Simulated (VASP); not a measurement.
Runs of VASP 6.6.1 on LiF (Griceite). The structure is cubic, space group Fm-3m (No. 225). The conventional cell has a = 4.028 Å, b = 4.028 Å, c = 4.028 Å, α = 90.00°, β = 90.00°, γ = 90.00°. Li (site symmetry m-3m) has 6 F at 2.01 Å as nearest neighbours. F (site symmetry m-3m) is surrounded by 6 Li at 2.01 Å. 

```tsv
task	level	potentials or basis	cell	k mesh	cutoff (eV)	gap on the mesh (eV)	pressure (GPa)	relaxed volume (Å³/atom)
single point	LDA	VASP PAW LDA potentials, release 64 (Li_sv, F)	as given	8 × 8 × 8	520	(c)	-	-
single point	PBE	VASP PAW PBE potentials, release 64 (Li_sv, F)	as given	8 × 8 × 8	520	9.09	-	-
relaxation of cell and atoms	PBE+D3(BJ)	VASP PAW PBE potentials, release 64 (Li_sv, F)	relaxed	12 × 12 × 12	600	9.38	0.0	7.91
relaxation of cell and atoms	r2SCAN	VASP PAW PBE potentials, release 64 (Li_sv, F)	relaxed	12 × 12 × 12	600	(b)	0.0	7.84
relaxation of cell and atoms	PBEsol	VASP PAW PBE potentials, release 64 (Li_sv, F)	relaxed	12 × 12 × 12	600	(a)	0.0	7.98
```

Alike in all rows: no spin polarisation; smearing gaussian 0.03 eV.

Problem. Estimate the missing entries.

Solution. (a) 9.12; (b) 10.67; (c) 8.83.

Caveats: the cutoff is under 1.25 times the usual one of these potentials, so pressure, stress and relaxed cells hold a basis-set (Pulay) error; the PAW data sets were made with another functional, which shifts forces and pressure a little (some runs).

A k mesh can miss the band edges.

Not every run made on this cell is shown here.
